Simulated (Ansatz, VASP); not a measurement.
Tl: VASP beside Ansatz

INCAR

```
PREC = Accurate
ENCUT = 520
EDIFF = 1E-6
ISMEAR = -1
SIGMA = 0.1
LREAL = F
LASPH = T
NELM = 100
ALGO = Fast
ISIF = 2
LWAVE = F
LCHARG = F
NBANDS = 20
```

Contents of KPOINTS:

```
regular mesh
0
Gamma
  17 17 10
```

Contents of POSCAR:

```
Tl
1.0
    3.2595099697      0.0000000000      0.0000000000
   -1.6297549848      2.8228184376      0.0000000000
    0.0000000000      0.0000000000      5.2159435763
Tl
2
Direct
    0.3333333333      0.6666666667      0.2500000000
    0.6666666667      0.3333333333      0.7500000000
```

Input for Ansatz:

```yaml
crystal:
  lattice:
    - [3.2595099697, 0.0, 0.0]
    - [-1.6297549848, 2.8228184376, 0.0]
    - [0.0, 0.0, 5.2159435763]
  atoms:
    - { symbol: Tl, position: [0.3333333333, 0.6666666667, 0.25] }
    - { symbol: Tl, position: [0.6666666667, 0.3333333333, 0.75] }
hamiltonian:
  xc: lda
  pseudopotentials:
    kind: paw
    azcp:
      Tl: "pseudopotentials/Tl.paw.azcp"
basis:
  ecutwfc: 420
  fft_grid_basis: typed
kpoints:
  mp_grid: { grid: [17, 17, 10], shift: [0, 0, 0] }
magnetization:
  spin_polarized: false
scf:
  occupations: { method: fermi_dirac, width: 0.1 }
output:
  stress: true
```

Alike in both runs: task single point; functional LDA; k mesh 17 × 17 × 10; occupations fermi-dirac, width 0.1 eV; no spin polarisation.

|  | VASP | Ansatz |
| --- | --- | --- |
| version | VASP 6.6.1 | Ansatz 0.2.0 |
| potentials or method | VASP PAW LDA potentials, release 64 (Tl_d) | plane waves (420 eV) with PAW, scalar-relativistic |
| plane-wave cutoff (eV) | 520 | 420 |
| valence electrons in the cell | 26 | 26 |

Ansatz gave:

```
pressure (GPa)                                  : 7.8
largest component of the traceless stress (GPa) : 0.27
```

Problem. Estimate VASP's values.

Solution. Pressure (GPa): 8.0; largest component of the traceless stress (GPa): 0.30.

Ansatz warned: «pseudo_functional_mismatch».

Spin-orbit coupling is left out, which matters for the levels of Tl.
